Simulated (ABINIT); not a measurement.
# NaCl (Fm-3m) in ABINIT: further runs

The runs below take NaCl through band structure, with HCTH407, WC, BLYP, revPBE, AM05.

Program: ABINIT 10.8.3 (patched build). These are calculated values, not measurements. Logs are shortened: lines on timing, memory, paths and dates and some standing lists are left out, and cuts for length are marked. The log counts tension as positive stress, the text compression.

### 1 The structure

Symmetry: Fm-3m, No. 225, cubic system. The conventional cell has a = 5.588 Å, b = 5.588 Å, c = 5.588 Å, α = 90.00°, β = 90.00°, γ = 90.00°. Cl (site symmetry m-3m) has 6 Na at 2.79 Å as nearest neighbours. Around Na (site symmetry m-3m) lie 6 Cl at 2.79 Å.

The cell is a database's computed one.

### 2 Band structure, HCTH407

Contents of run.abi:

```
# Datasets: ground state, then fixed potential
ndtset 2

# Pseudopotentials
pp_dirpath "./"
pseudos "Cl.GGA_PBE-JTH.xml, Na.GGA_PBE-JTH.xml"

# Structure
acell 3.9514020966 3.9514020966 3.9514020966 Angstrom
rprim
     0.0000000000     0.7071067812     0.7071067812
     0.7071067812     0.0000000000     0.7071067812
     0.7071067812     0.7071067812     0.0000000000
ntypat 2
znucl 17 11
natom 2
typat 1 2
xcart
     2.7940632177     2.7940632177     2.7940632177
     0.0000000000     0.0000000000     0.0000000000 Angstrom

# Plane-wave basis
ecut 1088.455450 eV
pawecutdg 62.0

# Exchange and correlation
ixc 27

# Bands and occupations
occopt 3
tsmear 0.05 eV

# SCF cycle
nstep 100

# Output
iomode 3
prtwf 0
prteig 0
prtebands 0
enunit 1
prtden1 1

# Dataset 1
kptopt1 1
ngkpt1 8 8 8
nshiftk1 1
shiftk1 0.0 0.0 0.0
nband1 12
tolvrs1 1.0e-9

# Dataset 2: bands along G-X-W-K-G-L-U-W-L-K
iscf2 -2
getden2 1
nband2 18
nbdbuf2 4
tolwfr2 1.0e-11
kptopt2 -9
ndivsm2 8
prteig2 1
kptbounds2
     0.0000000000     0.0000000000     0.0000000000
     0.5000000000     0.0000000000     0.5000000000
     0.5000000000     0.2500000000     0.7500000000
     0.3750000000     0.3750000000     0.7500000000
     0.0000000000     0.0000000000     0.0000000000
     0.5000000000     0.5000000000     0.5000000000
     0.6250000000     0.2500000000     0.6250000000
     0.5000000000     0.2500000000     0.7500000000
     0.5000000000     0.5000000000     0.5000000000
     0.3750000000     0.3750000000     0.7500000000
```

Potentials or basis: JTH PAW PBE v2.0.

Launch:

```bash
> abinit run.abi > log 2>&1
```

run.abo:

```text
.Version 10.8.3 of ABINIT
 DATASET    1 : space group Fm -3 m (#225); Bravais cF (face-center cubic)
================================================================================
 Values of the parameters that define the memory need for DATASET  1.
     intxc =       0    ionmov =       0      iscf =       7    lmnmax =       8
     lnmax =       4     mgfft =      45  mpssoang =       2    mqgrid =    3001
     natom =       2  nloc_mem =       2    nspden =       1   nspinor =       1
    nsppol =       1      nsym =      48    n1xccc =       1    ntypat =       2
    occopt =       3   xclevel =       2
       mpw =        3584          nfft =       91125          nkpt =          29
 PAW method is used; the additional fine FFT grid is defined by:
   mgfftf=        54    nfftf =    157464
================================================================================
================================================================================

 DATASET    2 : space group Fm -3 m (#225); Bravais cF (face-center cubic)
================================================================================
 Values of the parameters that define the memory need for DATASET  2.
     intxc =       0    ionmov =       0      iscf =      -2    lmnmax =       8
     lnmax =       4     mgfft =      45  mpssoang =       2    mqgrid =    3001
     natom =       2  nloc_mem =       2    nspden =       1   nspinor =       1
    nsppol =       1      nsym =      48    n1xccc =       1    ntypat =       2
    occopt =       3   xclevel =       2
       mpw =        3587          nfft =       91125          nkpt =         139
 PAW method is used; the additional fine FFT grid is defined by:
   mgfftf=        54    nfftf =    157464
================================================================================
================================================================================

--------------------------------------------------------------------------------
------------- Echo of variables that govern the present computation ------------
--------------------------------------------------------------------------------
 -outvars: echo values of preprocessed input variables --------
            acell      7.4670677759E+00  7.4670677759E+00  7.4670677759E+00 Bohr
              amu      3.54527000E+01  2.29897680E+01
             ecut      4.00000000E+01 Hartree
           enunit           1
           getden1          0
           getden2          1
             iscf1          7
             iscf2         -2
                       outvar_i_n : Printing only first  50 k-points.
              ixc          27
           jdtset        1    2
                       outvar_i_n : Printing only first  50 k-points.
           kptopt1          1
           kptopt2         -9
         kptrlatt        8    0    0      0    8    0      0    0    8
          kptrlen1     5.97365422E+01
          kptrlen2     3.00000000E+01
            natom           2
            nband1         12
            nband2         18
           nbdbuf1          0
           nbdbuf2          4
           ndtset           2
           ndivsm1          0
           ndivsm2          8
            ngfft          45      45      45
          ngfftdg          54      54      54
             nkpt1         29
             nkpt2        139
            nstep         100
             nsym          48
           ntypat           2
           occopt           3
        pawecutdg      6.20000000E+01 Hartree
         pawxcdev           0
        prtebands           0
           prteig1          0
           prteig2          1
            prtwf           0
            rprim      0.0000000000E+00  7.0710678120E-01  7.0710678120E-01
                       7.0710678120E-01  0.0000000000E+00  7.0710678120E-01
                       7.0710678120E-01  7.0710678120E-01  0.0000000000E+00
           shiftk1     0.00000000E+00  0.00000000E+00  0.00000000E+00
           shiftk2     5.00000000E-01  5.00000000E-01  5.00000000E-01
          spgroup         225
           tolvrs1     1.00000000E-09
           tolvrs2     0.00000000E+00
           tolwfr1     0.00000000E+00
           tolwfr2     1.00000000E-11
           tsmear      1.83746611E-03 Hartree
[... 250 lines left out ...]
         ecut(hartree)=     62.000   => boxcut(ratio)=   2.04095
--------------------------------------------------------------------------------

================================================================================
 Non-SCF case, kpt    1 (  0.00000  0.00000  0.00000), residuals and eigenvalues=
  7.31E-12  3.15E-12  2.92E-12  3.70E-12  2.33E-12  4.11E-12  4.71E-12  9.01E-12
  7.36E-13  5.58E-12  1.60E-12  8.42E-12  3.56E-12  2.76E-12  5.78E-12  6.15E-12
  7.89E-12  1.61E-11
 -1.8520E+00 -8.1523E-01 -8.1523E-01 -8.1523E-01 -4.9567E-01 -2.9880E-02
 -2.9880E-02 -2.9880E-02  1.9102E-01  3.9718E-01  3.9718E-01  3.9718E-01
  4.7009E-01  4.7009E-01  5.6350E-01  6.3579E-01  6.3579E-01  6.3579E-01
 Non-SCF case, kpt    2 (  0.02174  0.00000  0.02174), residuals and eigenvalues=
  2.90E-12  7.55E-12  6.04E-12  5.84E-12  1.32E-12  3.63E-12  6.47E-12  3.95E-12
  8.01E-13  3.27E-12  2.98E-12  6.27E-12  3.30E-12  4.99E-12  3.20E-12  2.39E-12
  7.33E-12  3.68E-12
[... 948 lines left out ...]
 Non-SCF case, kpt  138 (  0.38393  0.38393  0.73214), residuals and eigenvalues=
  4.18E-12  2.45E-12  1.94E-12  6.90E-12  1.25E-12  6.58E-12  2.46E-12  5.14E-12
  1.41E-12  8.96E-12  3.30E-12  1.80E-12  1.85E-12  7.08E-12  9.39E-09  1.73E-08
  2.06E-08  2.93E-04
 -1.8519E+00 -8.1581E-01 -8.1573E-01 -8.1542E-01 -4.8143E-01 -7.7987E-02
 -6.9570E-02 -4.6743E-02  3.0052E-01  3.3137E-01  3.8416E-01  4.5357E-01
  4.9982E-01  5.4088E-01  6.3503E-01  6.6600E-01  6.6631E-01  7.6796E-01
 Non-SCF case, kpt  139 (  0.37500  0.37500  0.75000), residuals and eigenvalues=
  9.87E-12  1.73E-12  3.73E-12  1.55E-12  2.79E-12  2.54E-12  9.08E-12  8.80E-12
  3.82E-12  1.85E-12  1.87E-12  7.75E-12  5.39E-12  8.59E-12  6.48E-10  2.08E-09
  1.62E-08  1.78E-05
 -1.8519E+00 -8.1580E-01 -8.1574E-01 -8.1543E-01 -4.8138E-01 -7.8712E-02
 -6.8508E-02 -4.7281E-02  2.9772E-01  3.2796E-01  3.8806E-01  4.5851E-01
  5.0024E-01  5.4528E-01  6.3338E-01  6.5775E-01  6.6281E-01  7.8841E-01

--- !ResultsGS
iteration_state: {dtset: 2, }
comment   : Summary of ground state results
lattice_vectors:
- [  0.0000000,   5.2800143,   5.2800143, ]
- [  5.2800143,   0.0000000,   5.2800143, ]
- [  5.2800143,   5.2800143,   0.0000000, ]
lattice_lengths: [   7.46707,    7.46707,    7.46707, ]
lattice_angles: [ 60.000,  60.000,  60.000, ] # degrees, (23, 13, 12)
lattice_volume:   2.9439829E+02
convergence: {deltae:  0.000E+00, res2:  0.000E+00, residm:  9.997E-12, diffor:  0.000E+00, }
etotal    :  -6.35241924E+01
entropy   :   0.00000000E+00
fermie    :   1.22967781E-01
cartesian_stress_tensor: null
pressure_GPa: null
xred      :
- [  5.0000E-01,   5.0000E-01,   5.0000E-01, Cl]
- [ -9.6199E-12,  -9.6199E-12,  -9.6199E-12, Na]
cartesian_forces: null
force_length_stats: {min: null, max: null, mean: null, }
...

 Integrated electronic density in atomic spheres:
 ------------------------------------------------
 Atom  Sphere_radius  Integrated_density
    1        1.80365          4.44867909
    2        1.60199          7.64034286

================================================================================

 ----iterations are completed or convergence reached----

 Mean square residual over all n,k,spin=   44.728E-13; max=  99.970E-13
 reduced coordinates (array xred) for    2 atoms
       0.499999999990      0.499999999990      0.499999999990
      -0.000000000010     -0.000000000010     -0.000000000010

 cartesian coordinates (angstrom) at end:
    1      2.79406321770000     2.79406321770000     2.79406321770000
    2     -0.00000000005376    -0.00000000005376    -0.00000000005376
 length scales=  7.467067775912  7.467067775912  7.467067775912 bohr
              =  3.951402096600  3.951402096600  3.951402096600 angstroms
 Eigenvalues (   eV  ) for nkpt= 139  k points:
 kpt#   1, nband= 18, wtk=  1.00000, kpt=  0.0000  0.0000  0.0000 (reduced coord)
 -50.39508  -22.18351  -22.18351  -22.18351  -13.48790   -0.81309   -0.81309   -0.81309
   5.19790   10.80792   10.80792   10.80792   12.79184   12.79184   15.33373   17.30083
  17.30083   17.30083
 kpt#   2, nband= 18, wtk=  1.00000, kpt=  0.0217  0.0000  0.0217 (reduced coord)
 -50.39508  -22.18365  -22.18355  -22.18355  -13.48596   -0.82535   -0.81609   -0.81609
   5.21879   10.78011   10.81909   10.81909   12.75983   12.79804   15.37807   17.31332
  17.31332   17.32894
 kpt#   3, nband= 18, wtk=  1.00000, kpt=  0.0435  0.0000  0.0435 (reduced coord)
 -50.39509  -22.18403  -22.18366  -22.18366  -13.48017   -0.86141   -0.82501   -0.82501
   5.28064   10.69997   10.85249   10.85249   12.66674   12.81660   15.50780   17.35071
  17.35071   17.41104
 kpt#   4, nband= 18, wtk=  1.00000, kpt=  0.0652  0.0000  0.0652 (reduced coord)
 -50.39507  -22.18462  -22.18383  -22.18383  -13.47067   -0.91918   -0.83963   -0.83963
   5.38107   10.57606   10.90780   10.90780   12.52041   12.84741   15.71424   17.41277
  17.41277   17.54134
 kpt#   5, nband= 18, wtk=  1.00000, kpt=  0.0870  0.0000  0.0870 (reduced coord)
[... 525 lines left out ...]
   8.31034    9.17014   10.24565   12.00293   13.76276   14.60870   17.01915   18.41809
  18.60121   19.73229
 kpt# 137, nband= 18, wtk=  1.00000, kpt=  0.3929  0.3929  0.7143 (reduced coord)
 -50.39410  -22.20041  -22.19625  -22.18848  -13.10330   -2.14257   -1.87147   -1.25467
   8.25209    9.10094   10.33808   12.18220   13.65401   14.64243   17.17838   18.30005
  18.35740   20.30424
 kpt# 138, nband= 18, wtk=  1.00000, kpt=  0.3839  0.3839  0.7321 (reduced coord)
 -50.39408  -22.19927  -22.19725  -22.18879  -13.10035   -2.12213   -1.89310   -1.27193
   8.17750    9.01706   10.45354   12.34231   13.60083   14.71822   17.28018   18.12274
  18.13134   20.89715
 kpt# 139, nband= 18, wtk=  1.00000, kpt=  0.3750  0.3750  0.7500 (reduced coord)
 -50.39407  -22.19892  -22.19738  -22.18905  -13.09897   -2.14186   -1.86420   -1.28658
   8.10134    8.92434   10.55965   12.47657   13.61210   14.83788   17.23506   17.89835
  18.03594   21.45375

== END DATASET(S) ==============================================================
================================================================================

 -outvars: echo values of variables after computation  --------
            acell      7.4670677759E+00  7.4670677759E+00  7.4670677759E+00 Bohr
           etotal1    -6.3524192400E+01
            fcart1    -0.0000000000E+00 -0.0000000000E+00 -0.0000000000E+00
                      -0.0000000000E+00 -0.0000000000E+00 -0.0000000000E+00
            rprim      0.0000000000E+00  7.0710678120E-01  7.0710678120E-01
                       7.0710678120E-01  0.0000000000E+00  7.0710678120E-01
                       7.0710678120E-01  7.0710678120E-01  0.0000000000E+00
           strten1    -1.5695836961E-04 -1.5695836961E-04 -1.5695836961E-04
                       0.0000000000E+00  0.0000000000E+00  0.0000000000E+00
           xangst      2.7940632177E+00  2.7940632177E+00  2.7940632177E+00
                      -5.3757054727E-11 -5.3756957788E-11 -5.3757054727E-11
             xred      4.9999999999E-01  4.9999999999E-01  4.9999999999E-01
                      -9.6198535249E-12 -9.6198882193E-12 -9.6198535249E-12
 Calculation completed.
```

It took 2.4 min on 1 thread of Arm Neoverse V2, shared host; peak memory 0.25 GiB.

What came out:

```
Free energy                                           : -1728.5813 eV
Pressure                                              : 4.6 GPa
Band gap on the k mesh                                : 6.01 eV, direct
Band gap along the path                               : 6.01 eV, direct
Valence electrons inside the program's atomic spheres : Cl 4.45; Na 7.64
```

Levels at the corners of the path, in eV from the valence-band top:
```csv
point,band 4,band 5,band 6,band 7,band 8,band 9,band 10,band 11,band 12,band 13
Γ,-21.37,-12.67,0.00,0.00,0.00,6.01,11.62,11.62,11.62,13.60
X,-21.38,-12.29,-1.57,-0.57,-0.57,8.21,8.80,12.28,15.40,15.73
W,-21.38,-12.28,-1.12,-1.12,-0.71,9.46,10.44,10.44,12.03,16.45
K,-21.38,-12.29,-1.33,-1.05,-0.47,8.91,9.74,11.37,13.29,14.43
Γ,-21.37,-12.67,0.00,0.00,0.00,6.01,11.62,11.62,11.62,13.60
L,-21.37,-12.34,-1.82,-0.25,-0.25,8.07,11.44,11.44,11.52,16.07
U,-21.38,-12.29,-1.33,-1.05,-0.47,8.91,9.74,11.37,13.29,14.43
W,-21.38,-12.28,-1.12,-1.12,-0.71,9.46,10.44,10.44,12.03,16.45
L,-21.37,-12.34,-1.82,-0.25,-0.25,8.07,11.44,11.44,11.52,16.07
K,-21.38,-12.29,-1.33,-1.05,-0.47,8.91,9.74,11.37,13.29,14.43
```

Caveat: the PAW data sets were made with another functional, which shifts forces and pressure a little.

### 3 Band structure, WC

Changes to run.abi since step 2:

```diff
@@ -1,5 +1,3 @@
-# Datasets: ground state, then fixed potential
 ndtset 2
 
-# Pseudopotentials
 pp_dirpath "./"
@@ -7,4 +5,3 @@
 
-# Structure
-acell 3.9514020966 3.9514020966 3.9514020966 Angstrom
+acell 7.4670677708 7.4670677708 7.4670677708
 rprim
@@ -17,14 +14,11 @@
 typat 1 2
-xcart
-     2.7940632177     2.7940632177     2.7940632177
-     0.0000000000     0.0000000000     0.0000000000 Angstrom
+xred
+     0.5000000000     0.5000000000     0.5000000000
+     0.0000000000     0.0000000000     0.0000000000
 
-# Plane-wave basis
-ecut 1088.455450 eV
+ecut 40.0
 pawecutdg 62.0
 
-# Exchange and correlation
-ixc 27
+ixc 23
 
-# Bands and occupations
 occopt 3
@@ -32,6 +26,4 @@
 
-# SCF cycle
 nstep 100
 
-# Output
 iomode 3
@@ -43,3 +35,2 @@
 
-# Dataset 1
 kptopt1 1
@@ -51,3 +42,2 @@
 
-# Dataset 2: bands along G-X-W-K-G-L-U-W-L-K
 iscf2 -2
@@ -58,3 +48,3 @@
 kptopt2 -9
-ndivsm2 8
+ndivsm2 6
 prteig2 1
```

Potentials or basis: JTH PAW PBE v2.0.

Launch:

```bash
> abinit run.abi > log 2>&1
```

run.abo:

```text
.Version 10.8.3 of ABINIT
 DATASET    1 : space group Fm -3 m (#225); Bravais cF (face-center cubic)
================================================================================
 Values of the parameters that define the memory need for DATASET  1.
     intxc =       0    ionmov =       0      iscf =      17    lmnmax =       8
     lnmax =       4     mgfft =      45  mpssoang =       2    mqgrid =    3001
     natom =       2  nloc_mem =       2    nspden =       1   nspinor =       1
    nsppol =       1      nsym =      48    n1xccc =       1    ntypat =       2
    occopt =       3   xclevel =       2
       mpw =        3584          nfft =       91125          nkpt =          29
 PAW method is used; the additional fine FFT grid is defined by:
   mgfftf=        54    nfftf =    157464
================================================================================
================================================================================

 DATASET    2 : space group Fm -3 m (#225); Bravais cF (face-center cubic)
================================================================================
 Values of the parameters that define the memory need for DATASET  2.
     intxc =       0    ionmov =       0      iscf =      -2    lmnmax =       8
     lnmax =       4     mgfft =      45  mpssoang =       2    mqgrid =    3001
     natom =       2  nloc_mem =       2    nspden =       1   nspinor =       1
    nsppol =       1      nsym =      48    n1xccc =       1    ntypat =       2
    occopt =       3   xclevel =       2
       mpw =        3587          nfft =       91125          nkpt =         103
 PAW method is used; the additional fine FFT grid is defined by:
   mgfftf=        54    nfftf =    157464
[... 1087 lines left out ...]
  16.75784   17.03551
 kpt#   5, nband= 18, wtk=  1.00000, kpt=  0.1176  0.0000  0.1176 (reduced coord)
[... 381 lines left out ...]
   7.52069    8.65174    9.39769   11.26609   13.23127   14.28949   16.53122   17.88412
  18.18358   18.62155
 kpt# 101, nband= 18, wtk=  1.00000, kpt=  0.4000  0.4000  0.7000 (reduced coord)
 -49.40279  -21.52579  -21.51814  -21.50932  -13.06918   -2.33235   -1.93308   -1.25960
   7.53782    8.52347    9.44642   11.53636   13.00354   14.28616   16.78548   17.85350
  18.23969   19.06237
 kpt# 102, nband= 18, wtk=  1.00000, kpt=  0.3875  0.3875  0.7250 (reduced coord)
 -49.40277  -21.52362  -21.52011  -21.50987  -13.06365   -2.27077   -2.00516   -1.28835
   7.47617    8.38006    9.58561   11.78091   12.87463   14.36622   17.00745   17.68656
  17.86661   19.88240
 kpt# 103, nband= 18, wtk=  1.00000, kpt=  0.3750  0.3750  0.7500 (reduced coord)
 -49.40275  -21.52260  -21.52076  -21.51034  -13.06121   -2.29010   -1.97343   -1.31188
   7.38839    8.22330    9.73123   11.97833   12.86805   14.54243   17.03614   17.39796
  17.63845   20.56095

== END DATASET(S) ==============================================================
================================================================================

 -outvars: echo values of variables after computation  --------
            acell      7.4670677708E+00  7.4670677708E+00  7.4670677708E+00 Bohr
           etotal1    -6.3311354196E+01
            fcart1    -0.0000000000E+00 -0.0000000000E+00 -0.0000000000E+00
                      -0.0000000000E+00 -0.0000000000E+00 -0.0000000000E+00
            rprim      0.0000000000E+00  7.0710678120E-01  7.0710678120E-01
                       7.0710678120E-01  0.0000000000E+00  7.0710678120E-01
                       7.0710678120E-01  7.0710678120E-01  0.0000000000E+00
           strten1    -2.1050813305E-05 -2.1050813306E-05 -2.1050813306E-05
                       0.0000000000E+00  0.0000000000E+00  0.0000000000E+00
           xangst      2.7940632158E+00  2.7940632158E+00  2.7940632158E+00
                       0.0000000000E+00  0.0000000000E+00  0.0000000000E+00
             xred      5.0000000000E-01  5.0000000000E-01  5.0000000000E-01
                       0.0000000000E+00  0.0000000000E+00  0.0000000000E+00
 Calculation completed.
```

It took 1.8 min on 1 thread of Arm Neoverse V2, shared host; peak memory 0.21 GiB.

What came out:

- Free energy: -1722.7897 eV
- Pressure: 0.6 GPa
- Band gap on the k mesh: 5.07 eV, direct
- Band gap along the path: 5.07 eV, direct
- Valence electrons inside the program's atomic spheres: Cl 4.36; Na 7.62

Levels at the corners of the path, in eV from the valence-band top:
| point | band 4 | band 5 | band 6 | band 7 | band 8 | band 9 | band 10 | band 11 | band 12 | band 13 |
| --- | --- | --- | --- | --- | --- | --- | --- | --- | --- | --- |
| Γ | -20.72 | -12.71 | 0.00 | 0.00 | 0.00 | 5.07 | 11.02 | 11.02 | 11.02 | 13.22 |
| X | -20.73 | -12.28 | -1.77 | -0.64 | -0.64 | 7.55 | 7.90 | 11.34 | 14.91 | 14.91 |
| W | -20.73 | -12.27 | -1.27 | -1.27 | -0.80 | 8.89 | 9.61 | 9.61 | 11.35 | 15.77 |
| K | -20.72 | -12.27 | -1.50 | -1.19 | -0.53 | 8.17 | 9.01 | 10.52 | 12.76 | 13.65 |
| Γ | -20.72 | -12.71 | 0.00 | 0.00 | 0.00 | 5.07 | 11.02 | 11.02 | 11.02 | 13.22 |
| L | -20.72 | -12.34 | -2.04 | -0.28 | -0.28 | 7.13 | 10.77 | 10.87 | 10.87 | 15.17 |
| U | -20.72 | -12.27 | -1.50 | -1.19 | -0.53 | 8.17 | 9.01 | 10.52 | 12.76 | 13.65 |
| W | -20.73 | -12.27 | -1.27 | -1.27 | -0.80 | 8.89 | 9.61 | 9.61 | 11.35 | 15.77 |
| L | -20.72 | -12.34 | -2.04 | -0.28 | -0.28 | 7.13 | 10.77 | 10.87 | 10.87 | 15.17 |
| K | -20.72 | -12.27 | -1.50 | -1.19 | -0.53 | 8.17 | 9.01 | 10.52 | 12.76 | 13.65 |

Caveat: the PAW data sets were made with another functional, which shifts forces and pressure a little.

(Part 1 of 2 ends here.)
